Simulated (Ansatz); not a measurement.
The system is PbF2 (Fluorocronite).

```
Pb F
1.0
     0.00000    2.96366    2.96366
     2.96366    0.00000    2.96366
     2.96366    2.96366    0.00000
Pb F
1 2
Direct
  0.00000 0.00000 0.00000
  0.75000 0.75000 0.75000
  0.25000 0.25000 0.25000
```

Base run:

- Program: Ansatz 0.2.0
- Functional: PBEsol
- Potentials or basis: all-electron LAPW, scalar-relativistic
- Cutoff: 240 eV
- Density cutoff: 961 eV
- Basis error allowed: 0.002 eV/atom
- k mesh: 8 × 8 × 8
- Occupations: fermi-dirac, width 0.05 eV
- Spin: no spin polarisation

Its results: band gap on the k mesh 4.30 eV, indirect (least direct gap 4.45 eV); pressure -1.1 GPa.

The run is repeated on the same cell with these changes: functional from PBEsol to LDA. What comes out?

Band gap on the k mesh 4.25 eV, indirect (least direct gap 4.41 eV); pressure -4.5 GPa.

LDA binds more tightly than PBEsol, so the same cell stands under less pressure.

Caveats: spin-orbit coupling is left out, which as a rule narrows the gap of such compounds by several tenths of an eV.

Not every run made on this cell is shown here.
